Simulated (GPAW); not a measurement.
SnO2: equation of state with PBEsol

The system is SnO2.

```xyz
3
Lattice="0.0000 2.5741 2.5741 2.5741 0.0000 2.5741 2.5741 2.5741 0.0000" Properties=species:S:1:pos:R:3 pbc="T T T"
Sn    0.0000    0.0000    0.0000
O     3.8612    3.8612    3.8612
O     1.2871    1.2871    1.2871
```

Measurements of this composition are mostly on another form, of space group No. 136.

```yaml
Program: GPAW 26.7.0
Task: equation of state
Functional: PBEsol
Potentials_or_basis: PAW data sets generated in the run's folder for this functional
Cutoff: 800 eV
Basis: pw
k_mesh: 9 × 9 × 9
Occupations: fermi-dirac, width 0.05 eV
Spin: no spin polarisation
```

```json
{
 "Equilibrium volume": "10.88 Å³/atom",
 "Bulk modulus": "209 GPa",
 "Pressure derivative of the bulk modulus": "4.6"
}
```

Energy against volume, from the lowest point:
| volume (Å³/atom) | energy (meV/atom) |
| --- | --- |
| 10.689 | 2.11 |
| 10.916 | 0.00 |
| 11.144 | 3.99 |
| 11.371 | 13.35 |
| 11.599 | 27.52 |
| 11.826 | 46.02 |
| 12.054 | 68.24 |

It took 2.9 min on 1 thread of Arm Neoverse V2 (shared host), peak memory 0.2 GiB.
